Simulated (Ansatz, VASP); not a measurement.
NaI in VASP and in Ansatz

```
Na I
1.0
     0.00000    3.54319    3.54319
     3.54319    0.00000    3.54319
     3.54319    3.54319    0.00000
Na I
1 1
Direct
  0.00000 0.00000 0.00000
  0.25000 0.25000 0.25000
```

The cell was built by a generator and needn't be a form met in nature.

Alike in both runs: task single point; functional HSE06; k mesh 4 × 4 × 4; no spin polarisation.

|  | VASP | Ansatz |
| --- | --- | --- |
| version | VASP 6.6.1 | Ansatz 0.2.0 |
| potentials or method | VASP PAW PBE potentials, release 64 (Na_pv, I) | plane waves, PAW |
| plane-wave cutoff (eV) | 520 | 420 |
| occupations | gaussian, width 0.01 eV | fixed |
| valence electrons in the cell | 14 | 26 |

VASP gave:

* gap on the k mesh at the Fermi level (eV): 4.80
* pressure (GPa): 0.2

Question: Which values does Ansatz return?

Answer: gap on the k mesh at the Fermi level (eV): 4.81; pressure (GPa): 0.2.

The two sets of potentials don't hold the same shells in valence. Ansatz warned: «stress_exchange_threshold_loose».

Caveats: the PAW data sets were made with another functional, which shifts forces and pressure a little (VASP); spin-orbit coupling is left out, which moves the levels of the heavy elements.
